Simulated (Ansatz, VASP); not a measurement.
## B in VASP and in Ansatz

The input INCAR:

```
PREC = Accurate
ENCUT = 520
EDIFF = 1E-7
ISMEAR = 0
SIGMA = 0.1
LREAL = F
LASPH = T
NELM = 100
ALGO = Normal
ISIF = 2
LWAVE = F
LCHARG = T
GGA = PS
LELF = T
LVHAR = T
NBANDS = 8
```

Contents of KPOINTS:

```
Automatic mesh
0
Gamma
  27 27 12
```

File POSCAR:

```
B
1.0
    1.6925764854      0.0000000000      0.0000000000
   -0.8462882427      1.4658142342      0.0000000000
    0.0000000000      0.0000000000      3.5598424089
B
1
Direct
    0.0000000000      0.0000000000      0.0000000000
```

Input for Ansatz:

```yaml
crystal:
  lattice:
    - [1.6925764854, 0.0, 0.0]
    - [-0.8462882427, 1.4658142342, 0.0]
    - [0.0, 0.0, 3.5598424089]
  atoms:
    - { symbol: B, position: [0.0, 0.0, 0.0] }
basis:
  ecutwfc: 420
kpoints:
  mp_grid: { grid: [27, 27, 12] }
hamiltonian:
  xc: pbesol
scf:
  occupations: { method: gaussian, width: 0.1 }
output:
  forces: true
  stress: true
  eigenvalues: true
```

Alike in both runs: task single point; functional PBEsol; k mesh 27 × 27 × 12; occupations gaussian, width 0.1 eV; no spin polarisation.

```csv
,VASP,Ansatz
version,VASP 6.6.1,Ansatz 0.2.0
potentials or method,"VASP PAW PBE potentials, release 64 (B)","scalar-relativistic, plane waves, PAW"
plane-wave cutoff (eV),520,420
valence electrons in the cell,3,3
```

```csv
,VASP,Ansatz,Ansatz less VASP
gap on the k mesh at the Fermi level (eV),none,none,-
pressure (GPa),5.6,5.4,-0.21
largest component of the traceless stress (GPa),6.29,5.98,-0.311
```

A gap of «none» marks a metal or a gap that the smearing closes. The functional is the same, so the differences come from potentials, cutoffs and numerics.

Caveats: the PAW data sets were made with another functional, which shifts forces and pressure a little (VASP).
